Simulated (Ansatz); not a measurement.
A (110) slab of C (P6_3/mmc (No. 194)), 9 planes, outer planes C (top) and C (bottom), with 36 atoms (C36) in a surface cell of A = 18.008 Å², as cut from the bulk:

```yaml
crystal:
  lattice:
    - [4.16084, 0.00000, 0.00000]
    - [0.00000, 4.32807, 0.00000]
    - [0.00000, 0.00000, 24.99526]
  atoms:
    - { symbol: C, position: [0.93720, 0.16667, 0.30006] }
    - { symbol: C, position: [0.43720, 0.83333, 0.30006] }
    - { symbol: C, position: [0.56280, 0.16667, 0.30006] }
    - { symbol: C, position: [0.06280, 0.83333, 0.30006] }
    - { symbol: C, position: [0.93720, 0.66667, 0.35004] }
    - { symbol: C, position: [0.43720, 0.33333, 0.35004] }
    - { symbol: C, position: [0.56280, 0.66667, 0.35004] }
    - { symbol: C, position: [0.06280, 0.33333, 0.35004] }
    - { symbol: C, position: [0.93720, 0.16667, 0.40003] }
    - { symbol: C, position: [0.43720, 0.83333, 0.40003] }
    - { symbol: C, position: [0.56280, 0.16667, 0.40003] }
    - { symbol: C, position: [0.06280, 0.83333, 0.40003] }
    - { symbol: C, position: [0.93720, 0.66667, 0.45001] }
    - { symbol: C, position: [0.43720, 0.33333, 0.45001] }
    - { symbol: C, position: [0.56280, 0.66667, 0.45001] }
    - { symbol: C, position: [0.06280, 0.33333, 0.45001] }
    - { symbol: C, position: [0.93720, 0.16667, 0.50000] }
    - { symbol: C, position: [0.43720, 0.83333, 0.50000] }
    - { symbol: C, position: [0.56280, 0.16667, 0.50000] }
    - { symbol: C, position: [0.06280, 0.83333, 0.50000] }
    - { symbol: C, position: [0.93720, 0.66667, 0.54999] }
    - { symbol: C, position: [0.43720, 0.33333, 0.54999] }
    - { symbol: C, position: [0.56280, 0.66667, 0.54999] }
    - { symbol: C, position: [0.06280, 0.33333, 0.54999] }
    - { symbol: C, position: [0.93720, 0.16667, 0.59997] }
    - { symbol: C, position: [0.43720, 0.83333, 0.59997] }
    - { symbol: C, position: [0.56280, 0.16667, 0.59997] }
    - { symbol: C, position: [0.06280, 0.83333, 0.59997] }
    - { symbol: C, position: [0.93720, 0.66667, 0.64996] }
    - { symbol: C, position: [0.43720, 0.33333, 0.64996] }
    - { symbol: C, position: [0.56280, 0.66667, 0.64996] }
    - { symbol: C, position: [0.06280, 0.33333, 0.64996] }
    - { symbol: C, position: [0.93720, 0.16667, 0.69994] }
    - { symbol: C, position: [0.43720, 0.83333, 0.69994] }
    - { symbol: C, position: [0.56280, 0.16667, 0.69994] }
    - { symbol: C, position: [0.06280, 0.83333, 0.69994] }
```

These are results of Ansatz, DFT PBEsol, scalar-relativistic, plane waves, PAW, not measurements. Cutoff 420 eV; k points 7×6×1 on the computed 36-atom cell (Γ-centred); Gaussian smearing, width 0.05 eV; no spin polarisation.

Against the same 36 atoms in the bulk, the slab as cut lies 12.120 eV higher and the relaxed slab 7.629 eV higher.

(1) Work out the surface energy before and after relaxation.

(2) What is the ideal work of this cut, per area?

Answers

(1) The slab has two faces, so γ = (E_slab − N·E_bulk)/(2A), the mean of both. As cut: 12.120/(2 × 18.008) = 0.3365 eV/Å², and 1 eV/Å² = 16.02 J/m², so γ = 5.39 J/m². Relaxed: 7.629/(2 × 18.008) = 0.2118 eV/Å² = 3.39 J/m². Relaxation recovers 37 % of the cost of cutting.

(2) Griffith's ideal work is 2γ: 10.78 J/m² if the new faces stay rigid, 6.79 J/m² if they relax. One thickness was run, 9 planes, so γ can still shift with it.